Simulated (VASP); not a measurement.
# CdTe (F-43m) in VASP: notebook, part 2 of 2

VASP 6.6.1. The steps go on from the part before.

## Step 3: Single point, r2SCAN

Contents of POSCAR:

```
CdTe
1.0
    3.2309681793      3.2309681793      0.0000000000
   -3.2309681793      3.2309681793      0.0000000000
    0.0000000000      3.2309681793      3.2309681793
Cd Te
1 1
Direct
    0.0000000000      0.0000000000      0.0000000000
    0.7500000000      0.2500000000      0.5000000000
```

Contents of INCAR.step1:

```
SYSTEM = CdTe
  ALGO = Normal
  EDIFF = 1E-4
  ENCUT = 520
  GGA = PE
  ISMEAR = 0
  LASPH = .TRUE.
  LCHARG = .FALSE.
  LREAL = .FALSE.
  LWAVE = .TRUE.
  NBANDS = 16
  NELM = 80
  PREC = Accurate
  SIGMA = 0.01
```

Contents of INCAR.step2:

```
SYSTEM = CdTe
  ALGO = Normal
  EDIFF = 1E-7
  ENCUT = 520
  ISIF = 2
  ISMEAR = 0
  ISTART = 1
  LASPH = .TRUE.
  LCHARG = .FALSE.
  LMIXTAU = .TRUE.
  LREAL = .FALSE.
  LWAVE = .FALSE.
  METAGGA = R2SCAN
  NBANDS = 16
  NELM = 80
  PREC = Accurate
  SIGMA = 0.01
```

Contents of KPOINTS:

```
k-points
0
G
  6 6 6
  0 0 0
```

Potentials or basis: VASP PAW PBE potentials, release 64 (Cd, Te).

Command:

```
$ cat potpaw_PBE.64/Cd/POTCAR potpaw_PBE.64/Te/POTCAR > POTCAR
$ cp INCAR.step1 INCAR
$ mpirun -np 1 vasp_std > vasp.out
$ cp INCAR.step2 INCAR
$ mpirun -np 1 vasp_std > vasp.out
```

OUTCAR:

```text
SYSTEM = CdTe
   EDIFF = 1E-7
   ENCUT = 520
   ISIF = 2
   ISMEAR = 0
   ISTART = 1
   LASPH = .TRUE.
   LREAL = .FALSE.
   METAGGA = R2SCAN
   NELM = 80
   PREC = Accurate

 ion  position               nearest neighbor table
   1  0.000  0.000  0.000-   2 2.80   2 2.80   2 2.80   2 2.80
   2  0.750  0.250  0.500-   1 2.80   1 2.80   1 2.80   1 2.80

  LATTYP: Found a face centered cubic cell.
 ALAT       =     6.4619363586

  Lattice vectors:

 A1 = (   0.0000000000,   3.2309681793,   3.2309681793)
 A2 = (   3.2309681793,   0.0000000000,   3.2309681793)
 A3 = (   3.2309681793,   3.2309681793,   0.0000000000)

Analysis of symmetry for initial positions (statically):
=====================================================================
 Subroutine PRICEL returns:
 Original cell was already a primitive cell.

 Routine SETGRP: Setting up the symmetry group for a
 face centered cubic supercell.

 Subroutine GETGRP returns: Found 24 space group operations
 (whereof 24 operations were pure point group operations)
 out of a pool of 48 trial point group operations.

The static configuration has the point symmetry T_d .
[... 150 lines left out ...]

  energy without entropy =      -46.62091496  energy(sigma->0) =      -46.62091496

 E-fermi :   2.2938     XC(G=0):  -9.1446

 val. band max:        2.1852957033   @ k =   0.0000   0.0000   0.0000
 cond. band min:       3.4864309556   @ k =   0.0000   0.0000   0.0000
 fundamental gap:      1.3011352524
 Fermi energy:         2.2938008587

 k-point     1 :       0.0000    0.0000    0.0000
  band No.  band energies     occupation
      1      -9.3962      2.00000
      2      -6.4097      2.00000
      3      -6.4097      2.00000
      4      -6.4097      2.00000
      5      -6.1176      2.00000
      6      -6.1176      2.00000
[... 281 lines left out ...]
      3      -6.2628      2.00000
      4      -6.1700      2.00000
      5      -6.1036      2.00000
      6      -5.5143      2.00000
[... 8 lines left out ...]
     15      13.8629      0.00000
     16      14.2595      0.00000

------------------------ aborting loop because EDIFF is reached ----------------------------------------

  FORCE on cell =-STRESS in cart. coord.  units (eV):
  Direction    XX          YY          ZZ          XY          YZ          ZX
  --------------------------------------------------------------------------------------
  -------------------------------------------------------------------------------------
  Total        0.8873437      0.8873437      0.8873437      0.0000000     -0.0000000      0.0000000
  in kB       21.0753309     21.0753309     21.0753309      0.0000000     -0.0000000      0.0000000
  external PRESSURE =      21.0753309 kB  Pullay stress =       0.0000000 kB

 VOLUME and BASIS-vectors are now :
 -----------------------------------------------------------------------------
  energy-cutoff  :      520.00
  volume of cell :       67.46
      direct lattice vectors                 reciprocal lattice vectors
     3.230968179  3.230968179  0.000000000     0.154752375  0.154752375 -0.154752375
    -3.230968179  3.230968179  0.000000000    -0.154752375  0.154752375 -0.154752375
     0.000000000  3.230968179  3.230968179     0.000000000  0.000000000  0.309504750

 POSITION                                       TOTAL-FORCE (eV/Angst)
 -----------------------------------------------------------------------------------
      0.00000      0.00000      0.00000         0.000000     -0.000000     -0.000000
      1.61548      4.84645      1.61548        -0.000000      0.000000      0.000000
 -----------------------------------------------------------------------------------
    total drift:                                0.000001      0.000000      0.000000

  FREE ENERGIE OF THE ION-ELECTRON SYSTEM (eV)
  ---------------------------------------------------
  free  energy   TOTEN  =       -46.6209149604 eV

  energy  without entropy=      -46.6209149604  energy(sigma->0) =      -46.62091496
```

OUTCAR.step1:

```text
SYSTEM = CdTe
   EDIFF = 1E-4
   ENCUT = 520
   GGA = PE
   ISMEAR = 0
   LASPH = .TRUE.
   LREAL = .FALSE.
[... 514 lines left out ...]
      0.00000      0.00000      0.00000         0.000000     -0.000000      0.000000
      1.61548      4.84645      1.61548        -0.000000      0.000000      0.000000
 -----------------------------------------------------------------------------------
    total drift:                                0.000000     -0.000000      0.000000

  FREE ENERGIE OF THE ION-ELECTRON SYSTEM (eV)
  ---------------------------------------------------
  free  energy   TOTEN  =        -4.7589978778 eV

  energy  without entropy=       -4.7589978778  energy(sigma->0) =       -4.75899788
```

OSZICAR.step1:

```text
N       E                     dE             d eps       ncg     rms          rms(c)
DAV:   1     0.104330579528E+03    0.10433E+03   -0.85100E+03   512   0.982E+02
DAV:   2    -0.114107011416E+01   -0.10547E+03   -0.99457E+02   616   0.239E+02
DAV:   3    -0.495347242364E+01   -0.38124E+01   -0.38062E+01   624   0.469E+01
DAV:   4    -0.498920794148E+01   -0.35736E-01   -0.35734E-01   784   0.404E+00
DAV:   5    -0.498929003011E+01   -0.82089E-04   -0.82089E-04   688   0.184E-01    0.572E+00
DAV:   6    -0.477354703782E+01    0.21574E+00   -0.36925E-01   600   0.739E+00    0.465E+00
DAV:   7    -0.475771265973E+01    0.15834E-01   -0.10905E-01   576   0.215E+00    0.176E+00
DAV:   8    -0.475862152298E+01   -0.90886E-03   -0.11158E-02   584   0.120E+00    0.478E-01
DAV:   9    -0.475893760809E+01   -0.31609E-03   -0.94853E-04   592   0.328E-01    0.115E-01
DAV:  10    -0.475899787783E+01   -0.60270E-04   -0.10643E-04   504   0.101E-01
   1 F= -.47589979E+01 E0= -.47589979E+01  d E =-.479939E-49
```

It took 73 s on 1 thread of Intel Xeon 6975P-C, shared host; peak memory 0.22 GiB.

What came out:

```
Free energy            : -46.6209 eV
Pressure               : 2.1 GPa
Band gap on the k mesh : 1.30 eV, direct
```

Caveat: the PAW data sets were made with another functional, which shifts forces and pressure a little; spin-orbit coupling is left out, which moves the levels of the heavy elements.

## Step 4: Single point, r2SCAN

This run uses another cell than the first one, of 37.29 Å³/atom, 1.106 times its volume.

Contents of POSCAR:

```
CdTe
1.0
    3.3410499843      3.3410499843      0.0000000000
   -3.3410499843      3.3410499843      0.0000000000
    0.0000000000      3.3410499843      3.3410499843
Cd Te
1 1
Direct
    0.0000000000      0.0000000000      0.0000000000
    0.7500000000      0.2500000000      0.5000000000
```

Contents of INCAR.step1:

```
  ALGO = Normal
  EDIFF = 1E-4
  ENCUT = 520
  GGA = PE
  ISMEAR = 0
  LASPH = True
  LCHARG = False
  LREAL = False
  LWAVE = True
  NBANDS = 16
  NELM = 60
  PREC = Accurate
  SIGMA = 0.01
```

Contents of INCAR.step2:

```
  ALGO = Normal
  EDIFF = 1E-6
  ENCUT = 520
  ISIF = 2
  ISMEAR = 0
  ISTART = 1
  LASPH = True
  LCHARG = True
  LELF = True
  LMIXTAU = True
  LREAL = False
  LVHAR = True
  LWAVE = False
  METAGGA = R2SCAN
  NBANDS = 16
  NELM = 60
  PREC = Accurate
  SIGMA = 0.01
```

Contents of KPOINTS:

```
k-points
0
Gamma
  6 6 6
```

Potentials or basis: VASP PAW PBE potentials, release 64 (Cd, Te).

Command:

```
$ cat potpaw_PBE.64/Cd/POTCAR potpaw_PBE.64/Te/POTCAR > POTCAR
$ cp INCAR.step1 INCAR
$ mpirun -np 1 vasp_std > vasp.out
$ cp INCAR.step2 INCAR
$ mpirun -np 1 vasp_std > vasp.out
```

OUTCAR:

```text
EDIFF = 1E-6
   ENCUT = 520
   ISIF = 2
   ISMEAR = 0
   ISTART = 1
   LASPH = True
   LREAL = False
   METAGGA = R2SCAN
   NELM = 60
   PREC = Accurate

 ion  position               nearest neighbor table
   1  0.000  0.000  0.000-   2 2.89   2 2.89   2 2.89   2 2.89
   2  0.750  0.250  0.500-   1 2.89   1 2.89   1 2.89   1 2.89

  LATTYP: Found a face centered cubic cell.
 ALAT       =     6.6820999686

  Lattice vectors:

[... 479 lines left out ...]

------------------------ aborting loop because EDIFF is reached ----------------------------------------

  FORCE on cell =-STRESS in cart. coord.  units (eV):
  Direction    XX          YY          ZZ          XY          YZ          ZX
  --------------------------------------------------------------------------------------
  -------------------------------------------------------------------------------------
  Total       -0.8819046     -0.8819046     -0.8819046      0.0000000      0.0000000      0.0000000
  in kB      -18.9431974    -18.9431974    -18.9431974      0.0000000      0.0000000      0.0000000
  external PRESSURE =     -18.9431974 kB  Pullay stress =       0.0000000 kB

 VOLUME and BASIS-vectors are now :
 -----------------------------------------------------------------------------
  energy-cutoff  :      520.00
  volume of cell :       74.59
      direct lattice vectors                 reciprocal lattice vectors
     3.341049984  3.341049984  0.000000000     0.149653553  0.149653553 -0.149653553
    -3.341049984  3.341049984  0.000000000    -0.149653553  0.149653553 -0.149653553
     0.000000000  3.341049984  3.341049984     0.000000000  0.000000000  0.299307105

 POSITION                                       TOTAL-FORCE (eV/Angst)
 -----------------------------------------------------------------------------------
      0.00000      0.00000      0.00000         0.000000      0.000000     -0.000000
      1.67052      5.01157      1.67052        -0.000000     -0.000000      0.000000
 -----------------------------------------------------------------------------------
    total drift:                                0.000001      0.000000     -0.000000

  FREE ENERGIE OF THE ION-ELECTRON SYSTEM (eV)
  ---------------------------------------------------
  free  energy   TOTEN  =       -46.6171802372 eV

  energy  without entropy=      -46.6171802372  energy(sigma->0) =      -46.61718024
```

Run time: 63 s. Hardware: 1 thread of Intel Xeon 6975P-C, shared host; peak memory 0.22 GiB.

Results:

| Property | Result |
| --- | --- |
| Free energy | -46.6172 eV |
| Pressure | -1.9 GPa |
| Band gap on the k mesh | 0.98 eV, direct |

Caveat: the PAW data sets were made with another functional, which shifts forces and pressure a little; spin-orbit coupling is left out, which moves the levels of the heavy elements.

## Step 5: Single point, r2SCAN

This run uses another cell than the first one, of 37.29 Å³/atom, 1.106 times its volume.

POSCAR is that of step 4.

Contents of INCAR.step1:

```
SYSTEM = CdTe
PREC = Accurate
ENCUT = 520
ISMEAR = 0
SIGMA = 0.01
LREAL = .False.
LASPH = .True.
NELM = 100
NBANDS = 16
GGA = PE
ALGO = Normal
EDIFF = 1E-4
LWAVE = .True.
LCHARG = .False.
```

Contents of INCAR.step2:

```
SYSTEM = CdTe
PREC = Accurate
ENCUT = 520
EDIFF = 1E-6
ISMEAR = 0
SIGMA = 0.01
LREAL = .False.
LASPH = .True.
NELM = 100
ALGO = Normal
ISIF = 2
LWAVE = .False.
LCHARG = .False.
METAGGA = R2SCAN
LMIXTAU = .True.
NBANDS = 16
ISTART = 1
```

Contents of KPOINTS:

```
regular mesh
0
Gamma
  6 6 6
  0 0 0
```

Command:

```
$ cat potpaw_PBE.64/Cd/POTCAR potpaw_PBE.64/Te/POTCAR > POTCAR
$ cp INCAR.step1 INCAR
$ mpirun -np 1 vasp_std > vasp.out
$ cp INCAR.step2 INCAR
$ mpirun -np 1 vasp_std > vasp.out
```

Run time: 62 s. Hardware: 1 thread of Intel Xeon 6975P-C, shared host; peak memory 0.22 GiB.

The run converged. Its results:

```yaml
Free_energy: -46.6172 eV
Pressure: -1.9 GPa
Band_gap_on_the_k_mesh: 0.98 eV, direct
```

Levels at points of the mesh, in eV from the valence-band top:
| k point | band 6 | band 7 | band 8 | band 9 | band 10 | band 11 | band 12 | band 13 |
| --- | --- | --- | --- | --- | --- | --- | --- | --- |
| (0.00, 0.00, 0.00) | -8.08 | 0.00 | 0.00 | 0.00 | 0.98 | 5.08 | 5.08 | 5.08 |
| (0.50, 0.00, 0.00) | -7.77 | -3.99 | -0.66 | -0.66 | 2.12 | 5.61 | 5.61 | 7.29 |
| (0.50, 0.50, 0.00) | -7.65 | -3.91 | -1.61 | -1.61 | 2.97 | 3.06 | 8.94 | 9.33 |

Caveat: the PAW data sets were made with another functional, which shifts forces and pressure a little; spin-orbit coupling is left out, which moves the levels of the heavy elements.

## Step 6: Against experiment

Step 3. Measured gap of CdTe: 1.607 eV (0 K; a printed reference work, data compilation). This calculation gives 1.30 eV (-0.31 eV). Spin-orbit coupling on Cd, Te is left out. The value is that of r2SCAN, without temperature or zero-point motion.

Step 5. Against the measured gap of CdTe, 1.607 eV (0 K; a printed reference work, data compilation), the calculated 0.98 eV is off by -0.63 eV. Spin-orbit coupling on Cd, Te is left out. The value is that of r2SCAN, without temperature or zero-point motion.
